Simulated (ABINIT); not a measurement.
**Cr in ABINIT: convergence with pawecutdg**

Crystal: Cr.

```
Cr
1.0
     2.71400    0.00000    0.00000
    -1.35700    2.35039    0.00000
     0.00000    0.00000    4.41000
Cr
2
Cartesian
  1.3570 0.7835 3.3075
  0.0000 1.5669 1.1025
```

This isn't the form of Cr at room conditions, which is bcc.

```yaml
Program: ABINIT 10.8.3 (patched build)
Task: single point
Functional: PBE
Potentials_or_basis: JTH PAW PBE v2.0
Cutoff: 626 eV
k_mesh: 9 × 9 × 5
Occupations: methfessel-paxton, width 0.1 eV
Spin: collinear spin, ferromagnetic start
Starting_moments: "[3.0, 3.0] μB"
```

These are the settings of the first run; the series varies pawecutdg, with any setting tied to it.

Hardware: 1 thread of Arm Neoverse V2 (shared host).

```
pawecutdg  energy less the tightest run (meV/atom)  SCF cycles  CPU time (s)  peak memory (GiB)
     23.7                                    -0.14          22            76               0.14
     27.6                                     0.00          23            79               0.14
     34.5                                    -0.05          23            79               0.15
     41.4                                     0.02          23            80               0.15
     50.6                                     0.04          24            84               0.16
     62.1                                     0.04          24            84               0.16
     75.9                                     0.00          24            86               0.19
```

Against the tightest run, the energy stays within 1 meV/atom from 23.7 on. The tightest run that finished is the yardstick and may itself not be fully converged.
